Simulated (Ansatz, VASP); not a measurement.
Two plane-wave programs on Cu

```
Cu
1.0
    -1.42088    1.42088    1.42088
     1.42088   -1.42088    1.42088
     1.42088    1.42088   -1.42088
Cu
1
Direct
  0.00000 0.00000 0.00000
```

Alike in both runs: functional r2SCAN; k mesh 28 × 28 × 28; occupations gaussian, width 0.1 eV; no spin polarisation.

Ansatz relaxed the structure, and its values are those at the end. VASP's run is a single point on that final structure, the one shown.

|  | VASP | Ansatz |
| --- | --- | --- |
| version | VASP 6.6.1 | Ansatz 0.2.0 |
| potentials or method | VASP PAW PBE potentials, release 64 (Cu) | scalar-relativistic, plane waves, PAW |
| plane-wave cutoff (eV) | 520 | 500 |
| valence electrons in the cell | 11 | 19 |

```tsv
	VASP	Ansatz	Ansatz less VASP
gap on the k mesh at the Fermi level (eV)	none	none	-
pressure (GPa)	0.7	0.0	-0.69
```

A gap of «none» marks a metal or a gap that the smearing closes. The two sets of potentials don't hold the same shells in valence.

Caveats: the PAW data sets were made with another functional, which shifts forces and pressure a little (VASP).
